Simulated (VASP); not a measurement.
Sb: single point with PBE

Crystal: Sb.

```
Sb
1.0
     5.72104    0.00000    0.00000
     0.00000    5.72104    0.00000
     0.00000    0.00000    2.67264
Sb
3
Direct
  0.00000 0.00000 0.00000
  0.00000 0.50000 0.00000
  0.50000 0.00000 0.00000
```

The cell was built by a generator and needn't be a form met in nature.

| Property | Result |
| --- | --- |
| Program | VASP 6.6.1 |
| Task | single point |
| Functional | PBE |
| Potentials or basis | VASP PAW PBE potentials, release 64 (Sb) |
| Cutoff | 520 eV |
| k mesh | 4 × 4 × 6 |
| Occupations | gaussian, width 0.1 eV |
| Spin | no spin polarisation |

```yaml
Pressure: 18.8 GPa
Band_gap_on_the_k_mesh: none (metal or under the smearing width)
```

Stress tensor (GPa, compression positive):
```
12.18  0.00  0.00
 0.00 12.18  0.00
 0.00  0.00 31.95
```

Levels at points of the mesh, in eV from the Fermi level:
| k point | band 5 | band 6 | band 7 | band 8 | band 9 | band 10 |
| --- | --- | --- | --- | --- | --- | --- |
| (0.00, 0.00, 0.00) | -6.47 | -1.72 | -1.72 | 2.73 | 3.03 | 5.05 |
| (0.50, 0.00, 0.00) | -2.94 | -2.62 | -1.29 | -0.94 | 4.98 | 5.79 |
| (0.50, 0.50, 0.00) | -1.90 | -1.53 | -1.53 | -0.64 | -0.40 | 5.39 |
| (0.00, 0.00, 0.50) | -3.36 | -3.27 | -2.90 | -2.90 | 2.13 | 2.13 |
| (0.50, 0.00, 0.50) | -4.44 | -3.81 | -2.72 | 1.23 | 1.32 | 2.83 |
| (0.50, 0.50, 0.50) | -5.01 | -5.01 | -0.14 | 1.75 | 2.80 | 2.80 |

It took 11 s on 1 thread of AMD EPYC 9R45 96-Core Processor (Zen 5), with other jobs on the host, peak memory 0.17 GiB.

Caveat: the k mesh is coarse (spacing up to 0.39 Å⁻¹), so the values aren't converged; so large a pressure means that the cell lies far from this level's equilibrium, or that cutoff or potentials fall short. Spin-orbit coupling is left out, which matters for the levels of Sb.
